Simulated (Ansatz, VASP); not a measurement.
**Two plane-wave programs on WS2**

Contents of INCAR:

```
ALGO = Normal ; EDIFF = 1E-7
ENCUT = 520 ; GGA = PS
ISIF = 2 ; ISMEAR = -1
KPAR = 4 ; LASPH = True
LCHARG = False ; LREAL = False
LWAVE = False ; NBANDS = 49
NELM = 80 ; PREC = Accurate
SIGMA = 0.05
```

KPOINTS

```
k-points
0
Gamma
  10 10 1
```

The input POSCAR:

```
WS2
1.0
    3.1829541699      0.0000000000      0.0000000000
   -1.5914770850      2.7565191702      0.0000000000
    0.0000000000      0.0000000000     28.5322178600
W S
3 6
Direct
    0.6666666667      0.3333333333      0.4343616800
    0.6666666667      0.3333333333      0.8855337800
    0.0000000000      0.0000000000      0.6592864300
    0.6666666667      0.3333333333      0.6046252100
    0.0000000000      0.0000000000      0.3797102500
    0.0000000000      0.0000000000      0.8308482800
    0.6666666667      0.3333333333      0.7139522100
    0.0000000000      0.0000000000      0.4890304200
    0.0000000000      0.0000000000      0.9401857300
```

Contents of input.yaml:

```yaml
crystal:
  lattice:
    - [3.1829541699, 0.0, 0.0]
    - [-1.591477085, 2.7565191702, 0.0]
    - [0.0, 0.0, 28.53221786]
  atoms:
    - { symbol: W, position: [0.6666666667, 0.3333333333, 0.43436168] }
    - { symbol: W, position: [0.6666666667, 0.3333333333, 0.88553378] }
    - { symbol: W, position: [0.0, 0.0, 0.65928643] }
    - { symbol: S, position: [0.6666666667, 0.3333333333, 0.60462521] }
    - { symbol: S, position: [0.0, 0.0, 0.37971025] }
    - { symbol: S, position: [0.0, 0.0, 0.83084828] }
    - { symbol: S, position: [0.6666666667, 0.3333333333, 0.71395221] }
    - { symbol: S, position: [0.0, 0.0, 0.48903042] }
    - { symbol: S, position: [0.0, 0.0, 0.94018573] }
hamiltonian:
  xc: pbesol
  pseudopotentials: { kind: paw }
kpoints:
  mp_grid: { grid: [10, 10, 1] }
  band_path:
    path:
      - [[0.0, 0.0, 0.0], [0.5, 0.0, 0.0], [0.3333333333, 0.3333333333, 0.0], [0.0, 0.0, 0.0], [0.0, 0.0, 0.5], [0.5, 0.0, 0.5], [0.3333333333, 0.3333333333, 0.5], [0.0, 0.0, 0.5]]
      - [[0.5, 0.0, 0.5], [0.5, 0.0, 0.0]]
      - [[0.3333333333, 0.3333333333, 0.0], [0.3333333333, 0.3333333333, 0.5]]
    npoints: 10
scf:
  occupations: { method: fermi_dirac, width: 0.05 }
  n_extra_bands: 22
output:
  forces: true
  stress: true
  eigenvalues: true
  fatbands: true
```

Alike in both runs: functional PBEsol; k mesh 10 × 10 × 1; occupations fermi-dirac, width 0.05 eV; no spin polarisation.

|  | VASP | Ansatz |
| --- | --- | --- |
| version | VASP 6.6.1 | Ansatz 0.2.0 |
| potentials or method | VASP PAW PBE potentials, release 64 (W_sv, S) | Ansatz PAW |
| plane-wave cutoff (eV) | 520 | 420 |
| valence electrons in the cell | 78 | 78 |
| task | single point | band structure |

Ansatz gave:

| Item | Value |
| --- | --- |
| gap on the k mesh at the Fermi level (eV) | 1.43 |
| least direct gap on the mesh (eV) | 2.10 |
| rms of the force components (eV/Å) | 0.052 |

Which values does VASP return?

gap on the k mesh at the Fermi level (eV): 1.45; least direct gap on the mesh (eV): 2.11; rms of the force components (eV/Å): 0.042.

Atom by atom the forces differ by 0.010 eV/Å (rms over components).

Caveats: spin-orbit coupling is left out, which moves the levels of the heavy elements; the PAW data sets were made with another functional, which shifts forces and pressure a little (VASP); the k mesh misses the band edges, so the gap on the mesh is wider than the one along the path (Ansatz); the PAW data sets come from PBE, with cores solved anew for the run's functional, which leaves a small shift of forces and pressure (Ansatz). Expect the measured gap to be larger: semilocal functionals such as PBEsol lack the derivative discontinuity.
